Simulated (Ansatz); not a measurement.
This is a relaxation of cell and atoms with the PAW code Ansatz on La2O3 (P-3m1) from a database structure; the level of theory is PBE. The input holds the cell as the database lists it.

input.yaml:
```yaml
crystal:
  lattice:
    - [3.930777878, 0.0, 0.0]
    - [-1.965388939, 3.404153499, 0.0]
    - [0.0, 0.0, 6.11195352]
  atoms:
    - { symbol: La, position: [0.66666667, 0.33333333, 0.75376432] }
    - { symbol: La, position: [0.33333333, 0.66666667, 0.24623568] }
    - { symbol: O, position: [0.66666667, 0.33333333, 0.35410935] }
    - { symbol: O, position: [0.33333333, 0.66666667, 0.64589065] }
    - { symbol: O, position: [0.0, 0.0, 0.0] }
kpoints:
  mp_grid: { grid: [12, 12, 4] }
hamiltonian:
  xc: pbe
scf:
  occupations: { method: fermi_dirac, width: 0.02 }
relax:
  f_tol: 0.005
  cell: {}
```

Command: `ansatz run input.yaml --threads 4 --pin off --max-ram 6451MiB --backend cpu --events-out ev --progress --plain --runs-dir out`.

Q: What wall time did it need on 4 threads of Arm Neoverse V1 (shared host), and how much host memory at the peak?

A: About 22 s, with a peak of 0.5 GiB.

The output, standing remarks left out:
```
Pseudopotential: La, paw, valence charge 11, recommended cutoff 420 eV (normal)
Pseudopotential: O, paw, valence charge 6, recommended cutoff 420 eV (normal)
Functional definition: PBE
Crystal: 5 atoms, lattice volume = 81.784 Å³
Basis set: ecut = 420 eV, 1641 PW (Γ)
Bands: 25, of which v1, the nominal top of the filled ones, is band 20 counted from 1 (19 counted from 0)
Symmetry: 12 space group operations
Space group: P-3m1 (ITA 164)
k-points: 69 of 576
preconditioner: auto → Resta (q_TF=auto, 2.422 Å⁻¹)  ε∞=4.9  [insulator: Δε(μ)=3.869 eV  σ=0.020 eV  ℏωp=24.6 eV]
relax step 1: F+E_penalty+E_count = -14212.06010930 eV  max|allowed force component| = 1.609e-2 eV/Å  Δτ_max = 0.0000 Å  P = +1.895 GPa  Ω = 81.784 Å³
relax step 2: F+E_penalty+E_count = -14212.02553684 eV  max|allowed force component| = 3.704e-1 eV/Å  Δτ_max = 0.0377 Å  P = -2.743 GPa  Ω = 85.601 Å³  (rejected)
relax step 3: F+E_penalty+E_count = -14212.06439227 eV  max|allowed force component| = 3.353e-2 eV/Å  Δτ_max = 0.0086 Å  P = -0.010 GPa  Ω = 83.137 Å³
relax step 4: F+E_penalty+E_count = -14212.06452779 eV  max|allowed force component| = 1.985e-2 eV/Å  Δτ_max = 0.0010 Å  P = -0.003 GPa  Ω = 83.119 Å³
relax step 5: F+E_penalty+E_count = -14212.06465218 eV  max|allowed force component| = 5.521e-3 eV/Å  Δτ_max = 0.0027 Å  P = +0.027 GPa  Ω = 83.121 Å³
relax step 6: F+E_penalty+E_count = -14212.06463837 eV  max|allowed force component| = 1.094e-4 eV/Å  Δτ_max = 0.0002 Å  P = -0.002 GPa  Ω = 83.129 Å³
relax step 7: F+E_penalty+E_count = -14212.06863636 eV  max|allowed force component| = 1.824e-4 eV/Å  Δτ_max = 0.0000 Å  P = +0.086 GPa  Ω = 83.129 Å³  (SCF on a basis re-selected at this cell)
relax step 8: F+E_penalty+E_count = -14212.06847494 eV  max|allowed force component| = 1.414e-4 eV/Å  Δτ_max = 0.0005 Å  P = +0.005 GPa  Ω = 83.201 Å³
relax step 9: F+E_penalty+E_count = -14212.06871264 eV  max|allowed force component| = 1.348e-4 eV/Å  Δτ_max = 0.0000 Å  P = +0.006 GPa  Ω = 83.201 Å³  (SCF on a basis re-selected at this cell)
Free energy (F): -14212.068713 eV
Fermi energy:    11.398843 eV
--- Stress (GPa, compression-positive) ---
        0.002446       0.000000       0.000000
        0.000000       0.002446       0.000000
        0.000000       0.000000       0.014284
  P = ⅓ Tr σ = 0.0064 GPa (0.064 kbar)
--- Relaxed structure (7 steps of the walk, 6 accepted, 2 SCFs on fresh bases) ---
  F+E_penalty+E_count = -14212.06871264 eV   max|allowed force component| = 1.348e-4 eV/Å
  cell:  # Å, volume = 83.2007 Å³
    - [3.940448, 0.000000, 0.000000]
    - [-1.970224, 3.412528, 0.000000]
    - [0.000000, 0.000000, 6.187356]
  atoms:
    - { symbol: La, position: [0.666667, 0.333333, 0.752627] }
    - { symbol: La, position: [0.333333, 0.666667, 0.247373] }
    - { symbol: O, position: [0.666667, 0.333333, 0.354695] }
    - { symbol: O, position: [0.333333, 0.666667, 0.645305] }
    - { symbol: O, position: [0.000000, 0.000000, 0.000000] }
```

In 7 steps the volume changed by +1.7 %; between the first SCF and the last, each on a basis chosen for its cell, the energy fell by 1.7 meV an atom. At the end: space group P-3m1 (No. 164), trigonal; conventional cell a = 3.940 Å, c = 6.187 Å, 16.64 Å³ an atom. La has 7 O at 2.37–2.74 Å; O has 4 La at 2.37–2.46 Å; O has 6 La at 2.74 Å.

(Simulation; spin polarisation is off.)
